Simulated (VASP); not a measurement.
# ZnO (zincite) (P6_3mc) in VASP: further runs, part 2 of 3

VASP 6.6.1. Earlier steps stand in the parts before.

## 4. Dielectric tensor, PBE

Input file INCAR:

```
PREC     = Accurate       # precision mode
ENCUT    = 650            # plane-wave cutoff, eV
EDIFF    = 1E-8           # SCF threshold, eV
ISMEAR   = 0              # smearing method
SIGMA    = 0.01           # smearing width, eV
LREAL    = False          # projectors in reciprocal space
LASPH    = True           # aspherical terms in the spheres
NELM     = 100            # most SCF steps
ALGO     = Normal         # electronic algorithm
ISIF     = 2              # what is computed and relaxed
LWAVE    = False          # write WAVECAR
LCHARG   = False          # write CHGCAR
GGA      = PE             # functional
LEPSILON = True           # dielectric tensor by DFPT
```

Input file KPOINTS:

```
Automatic mesh
0
Gamma
  9 9 5
```

Input file POSCAR:

```
ZnO
1.0
    3.2493080000      0.0000000000      0.0000000000
   -1.6246540000      2.8139832727      0.0000000000
    0.0000000000      0.0000000000      5.2057090000
Zn O
2 2
Direct
    0.6666666667      0.3333333333      0.0000000000
    0.3333333333      0.6666666667      0.5000000000
    0.3333333333      0.6666666667      0.8790100000
    0.6666666667      0.3333333333      0.3790100000
```

Potentials or basis: VASP PAW PBE potentials, release 64 (Zn, O).

Run with:

```console
$ cat potpaw_PBE.64/Zn/POTCAR potpaw_PBE.64/O/POTCAR > POTCAR
$ mpirun -np 1 vasp_std > vasp.out
```

OUTCAR:

```text
PREC = Accurate
   ENCUT = 650
   EDIFF = 1E-8
   ISMEAR = 0
   LREAL = False
   LASPH = True
   NELM = 100
   ISIF = 2
   GGA = PE
   LEPSILON = True

 Found     36 irreducible k-points:

 Following reciprocal coordinates:
            Coordinates               Weight
  0.000000  0.000000  0.000000      1.000000
  0.111111  0.000000  0.000000      6.000000
  0.222222  0.000000  0.000000      6.000000
  0.333333  0.000000  0.000000      6.000000
  0.444444  0.000000  0.000000      6.000000
  0.111111  0.111111  0.000000      6.000000
   k-points           NKPTS =     36   k-points in BZ     NKDIM =     36   number of bands    NBANDS=     22
   number of dos      NEDOS =    301   number of ions     NIONS =      4
   total plane-waves  NPLWV =  37632
   dimension x,y,z NGX =    28 NGY =   28 NGZ =   48
   dimension x,y,z NGXF=    56 NGYF=   56 NGZF=   96
   ions per type =               2   2
   NGX,Y,Z   is equivalent  to a cutoff of  14.33, 14.33, 15.33 a.u.
   NGXF,Y,Z  is equivalent  to a cutoff of  28.65, 28.65, 30.66 a.u.
 SYSTEM =  unknown system
   PREC   = accura    normal or accurate (medium, high low for compatibility)
   ISTART =      0    job   : 0-new  1-cont  2-samecut
   ICHARG =      2    charge: 1-file 2-atom 10-const
   ISPIN  =      1    spin polarized calculation?
   LNONCOLLINEAR =      F non collinear calculations
[... 270 lines left out ...]

 PIEZOELECTRIC TENSOR FIELD DIRECTION 3  (e Angst)
 -----------------------------------------------------------------------------
     1.14365  0.00000  0.00000           (  0.04459  0.00000  0.00000)
     0.00000  1.14365 -0.00000           (  0.00000  0.04459  0.00000)
    -0.00000  0.00000 -2.31461           (  0.00000  0.00000 -0.11946)

 PIEZOELECTRIC TENSOR FIELD DIRECTION 3  (C/m^2)
 -----------------------------------------------------------------------------
     0.38496  0.00000  0.00000
     0.00000  0.38496 -0.00000
    -0.00000  0.00000 -0.77911

 MACROSCOPIC STATIC DIELECTRIC TENSOR (including local field effects in DFT)
 ------------------------------------------------------
           5.892618     0.000000     0.000000
           0.000000     5.892618     0.000000
           0.000000     0.000000     5.772729
 ------------------------------------------------------

 PIEZOELECTRIC TENSOR (including local field effects)  for field in x, y, z        (e  Angst)
          XX          YY          ZZ          XY          YZ          ZX
  --------------------------------------------------------------------------------
  x     0.00000     0.00000     0.00000     0.00000     0.00000     1.21337
  y    -0.00000     0.00000     0.00000     0.00000     1.21337     0.00000
  z     1.14365     1.14365    -2.31461     0.00000     0.00000     0.00000

 PIEZOELECTRIC TENSOR (including local field effects)  for field in x, y, z        (C/m^2)
          XX          YY          ZZ          XY          YZ          ZX
  --------------------------------------------------------------------------------
  x     0.00000     0.00000     0.00000     0.00000     0.00000     0.40842
  y    -0.00000     0.00000     0.00000     0.00000     0.40842     0.00000
  z     0.38496     0.38496    -0.77911     0.00000     0.00000     0.00000

 BORN EFFECTIVE CHARGES (including local field effects) (in |e|, cummulative output)
 ---------------------------------------------------------------------------------
 ion    1
    1     2.13542    -0.00000     0.00000
    2     0.00000     2.13542     0.00000
    3     0.00000     0.00000     2.18075
 ion    2
    1     2.13542     0.00000     0.00000
    2     0.00000     2.13542     0.00000
    3     0.00000     0.00000     2.18075
 ion    3
    1    -2.13542     0.00000     0.00000
    2    -0.00000    -2.13542     0.00000
    3     0.00000    -0.00000    -2.18075
 ion    4
    1    -2.13542     0.00000     0.00000
    2     0.00000    -2.13542     0.00000
    3     0.00000    -0.00000    -2.18075
```

stdout:

```text
POSCAR found type information on POSCAR ZnO
 POSCAR found :  2 types and       4 ions
 scaLAPACK will be used
 LDA part: xc-table for (Slater+PW92), standard interpolation
 POSCAR, INCAR and KPOINTS ok, starting setup
 FFT: planning ... GRIDC
 FFT: planning ... GRID_SOFT
 FFT: planning ... GRID
 WAVECAR not read
[... 92 lines left out ...]
 Linear response to external field (no local field effect), progress :
  Direction:   3
 dielectric tensor                  component  3 :    -0.403    -0.316     5.858
 Linear response to external field, progress :
  Direction:   1
 dielectric tensor                  component  1 :     5.893    -0.273    -0.000
 Linear response to external field, progress :
  Direction:   2
 dielectric tensor                  component  2 :    -0.565     5.893    -0.000
 Linear response to external field, progress :
  Direction:   3
 dielectric tensor                  component  3 :    -0.400    -0.314     5.773
 Born effective charges drift removed
```

Run time: 6.5 min. Hardware: 1 thread of Intel Xeon Platinum 8488C (Sapphire Rapids), shared host; peak memory 0.48 GiB.

These settings aren't checked as converged: the numbers below hold their error.

Results:

```
Band gap on the k mesh                  : 0.79 eV, direct
Electronic dielectric tensor (diagonal) : 5.89, 5.89, 5.77
Born charges (mean of the diagonal)     : Zn +2.15; O -2.15 e
```

## 5. Dielectric tensor, PBE

INCAR: that of step 4 with these lines changed.

```diff
@@ -1,3 +1,3 @@
 PREC     = Accurate       # precision mode
-ENCUT    = 650            # plane-wave cutoff, eV
+ENCUT    = 400            # plane-wave cutoff, eV
 EDIFF    = 1E-8           # SCF threshold, eV
```

Input file KPOINTS:

```
Automatic mesh
0
Gamma
  11 11 6
```

POSCAR is that of step 4.

Potentials or basis: VASP PAW PBE potentials, release 64 (Zn, O).

Run with:

```console
$ cat potpaw_PBE.64/Zn/POTCAR potpaw_PBE.64/O/POTCAR > POTCAR
$ mpirun -np 1 vasp_std > vasp.out
```

OUTCAR:

```text
PREC = Accurate
   ENCUT = 400
   EDIFF = 1E-8
   ISMEAR = 0
   LREAL = False
   LASPH = True
   NELM = 100
   ISIF = 2
   GGA = PE
   LEPSILON = True

 Found     64 irreducible k-points:

 Following reciprocal coordinates:
            Coordinates               Weight
  0.000000  0.000000  0.000000      1.000000
  0.090909  0.000000  0.000000      6.000000
  0.181818  0.000000  0.000000      6.000000
  0.272727  0.000000  0.000000      6.000000
  0.363636 -0.000000  0.000000      6.000000
  0.454545  0.000000  0.000000      6.000000
   k-points           NKPTS =     64   k-points in BZ     NKDIM =     64   number of bands    NBANDS=     22
   number of dos      NEDOS =    301   number of ions     NIONS =      4
   total plane-waves  NPLWV =  20736
   dimension x,y,z NGX =    24 NGY =   24 NGZ =   36
   dimension x,y,z NGXF=    48 NGYF=   48 NGZF=   72
   ions per type =               2   2
   NGX,Y,Z   is equivalent  to a cutoff of  12.28, 12.28, 11.50 a.u.
   NGXF,Y,Z  is equivalent  to a cutoff of  24.56, 24.56, 22.99 a.u.
 SYSTEM =  unknown system
   PREC   = accura    normal or accurate (medium, high low for compatibility)
   ISTART =      0    job   : 0-new  1-cont  2-samecut
   ICHARG =      2    charge: 1-file 2-atom 10-const
   ISPIN  =      1    spin polarized calculation?
   LNONCOLLINEAR =      F non collinear calculations
   LSORBIT =      F    spin-orbit coupling
   LASPH  =      T    aspherical Exc in radial PAW
   ENCUT  =  400.0 eV  29.40 Ry    5.42 a.u.   5.30  5.30  8.49*2*pi/ulx,y,z
   NELM   =    100;   NELMIN=  2; NELMDL= -5     # of ELM steps
   EDIFF  = 0.1E-07   stopping-criterion for ELM
   LREAL  =      F    real-space projection
   EDIFFG = 0.1E-06   stopping-criterion for IOM
   NSW    =      0    number of steps for IOM
   IBRION =     -1    ionic relax: 0-MD 1-quasi-New 2-CG
   NFREE  =      0    steps in history (QN), initial steepest desc. (CG)
   ISIF   =      2    stress and relaxation
   ISYM   =      2    0-nonsym 1-usesym 2-fastsym
   POTIM  = 0.5000    time-step for ionic-motion
[... 231 lines left out ...]

 Free energy of the ion-electron system (eV)
  ---------------------------------------------------
  ---------------------------------------------------
  free energy    TOTEN  =        -0.61587907 eV

  energy without entropy =       -0.61587907

------------------------ aborting loop because EDIFF is reached ----------------------------------------

--------------------------------------- Ionic step        2  -------------------------------------------

------------------------ aborting loop because EDIFF is reached ----------------------------------------

--------------------------------------- Ionic step        3  -------------------------------------------

 Free energy of the ion-electron system (eV)
  ---------------------------------------------------
  ---------------------------------------------------
  free energy    TOTEN  =        -0.61369360 eV

  energy without entropy =       -0.61369360

------------------------ aborting loop because EDIFF is reached ----------------------------------------

 PIEZOELECTRIC TENSOR FIELD DIRECTION 3  (e Angst)
 -----------------------------------------------------------------------------
     1.13144  0.00000  0.00000           (  0.04493  0.00000  0.00000)
     0.00000  1.13144  0.00000           (  0.00000  0.04493  0.00000)
     0.00000  0.00000 -2.29340           (  0.00000  0.00000 -0.12091)

 PIEZOELECTRIC TENSOR FIELD DIRECTION 3  (C/m^2)
 -----------------------------------------------------------------------------
     0.38085  0.00000  0.00000
     0.00000  0.38085  0.00000
     0.00000  0.00000 -0.77197

 MACROSCOPIC STATIC DIELECTRIC TENSOR (including local field effects in DFT)
 ------------------------------------------------------
           5.434176    -0.000000    -0.000000
           0.000000     5.434176    -0.000000
           0.000000     0.000000     5.424297
 ------------------------------------------------------

 PIEZOELECTRIC TENSOR (including local field effects)  for field in x, y, z        (e  Angst)
          XX          YY          ZZ          XY          YZ          ZX
  --------------------------------------------------------------------------------
  x     0.00000    -0.00000     0.00000     0.00000     0.00000     1.19555
  y     0.00000    -0.00000     0.00000    -0.00000     1.19555     0.00000
  z     1.13144     1.13144    -2.29340     0.00000     0.00000     0.00000

 PIEZOELECTRIC TENSOR (including local field effects)  for field in x, y, z        (C/m^2)
          XX          YY          ZZ          XY          YZ          ZX
  --------------------------------------------------------------------------------
  x     0.00000    -0.00000     0.00000     0.00000     0.00000     0.40243
  y     0.00000    -0.00000     0.00000    -0.00000     0.40243     0.00000
  z     0.38085     0.38085    -0.77197     0.00000     0.00000     0.00000

 BORN EFFECTIVE CHARGES (including local field effects) (in |e|, cummulative output)
 ---------------------------------------------------------------------------------
 ion    1
    1     2.11443     0.00000     0.00000
    2     0.00000     2.11443     0.00000
    3     0.00000     0.00000     2.16357
 ion    2
    1     2.11443    -0.00000     0.00000
    2     0.00000     2.11443     0.00000
    3     0.00000    -0.00000     2.16357
 ion    3
    1    -2.11443     0.00000     0.00000
    2     0.00000    -2.11443     0.00000
    3     0.00000     0.00000    -2.16357
 ion    4
    1    -2.11443     0.00000     0.00000
    2     0.00000    -2.11443     0.00000
    3     0.00000    -0.00000    -2.16357
```

OSZICAR:

```text
N       E                     dE             d eps       ncg     rms          rms(c)
DAV:   1     0.262104563227E+03    0.26210E+03   -0.16303E+04  2816   0.202E+03
DAV:   2     0.565625158607E+01   -0.25645E+03   -0.24710E+03  3026   0.402E+02
[... 12 lines left out ...]
RMM:   6    -0.613535781873E+00   -0.12605E-02   -0.33951E-05  4772   0.449E-02    0.655E-03
RMM:   7    -0.613621175137E+00   -0.85393E-04   -0.13051E-06  4555   0.846E-03    0.177E-03
RMM:   8    -0.613697405620E+00   -0.76230E-04   -0.44637E-08  4728   0.344E-03    0.371E-04
RMM:   9    -0.613691056374E+00    0.63492E-05    0.21865E-08  4656   0.687E-04    0.147E-04
RMM:  10    -0.613693447035E+00   -0.23907E-05   -0.10685E-08  4245   0.359E-04    0.248E-05
RMM:  11    -0.613693680078E+00   -0.23304E-06   -0.21356E-09  1899   0.527E-05    0.124E-05
RMM:  12    -0.613693596597E+00    0.83481E-07    0.31086E-09  2146   0.622E-05    0.240E-06
```

stdout:

```text
POSCAR found type information on POSCAR ZnO
 POSCAR found :  2 types and       4 ions
 scaLAPACK will be used
 LDA part: xc-table for (Slater+PW92), standard interpolation
 POSCAR, INCAR and KPOINTS ok, starting setup
 FFT: planning ... GRIDC
 FFT: planning ... GRID_SOFT
 FFT: planning ... GRID
 WAVECAR not read
[... 86 lines left out ...]
 Linear response to external field (no local field effect), progress :
  Direction:   3
 dielectric tensor                  component  3 :    -0.436    -0.349     5.509
 Linear response to external field, progress :
  Direction:   1
 dielectric tensor                  component  1 :     5.434    -0.283    -0.000
 Linear response to external field, progress :
  Direction:   2
 dielectric tensor                  component  2 :    -0.538     5.434    -0.000
 Linear response to external field, progress :
  Direction:   3
 dielectric tensor                  component  3 :    -0.434    -0.347     5.424
 Born effective charges drift removed
```

Wall time 4.8 min (1 thread of Intel Xeon Platinum 8488C (Sapphire Rapids), shared host); peak memory 0.44 GiB.

The run converged, but some of its settings lie outside the range that counts as converged, so its numbers aren't taken as properties of the crystal.

What came out:

| Item | Value |
| --- | --- |
| Band gap on the k mesh | 0.79 eV, direct |
| Electronic dielectric tensor (diagonal) | 5.43, 5.43, 5.42 |
| Born charges (mean of the diagonal) | Zn +2.13; O -2.13 e |

(Part 2 of 3 ends here.)
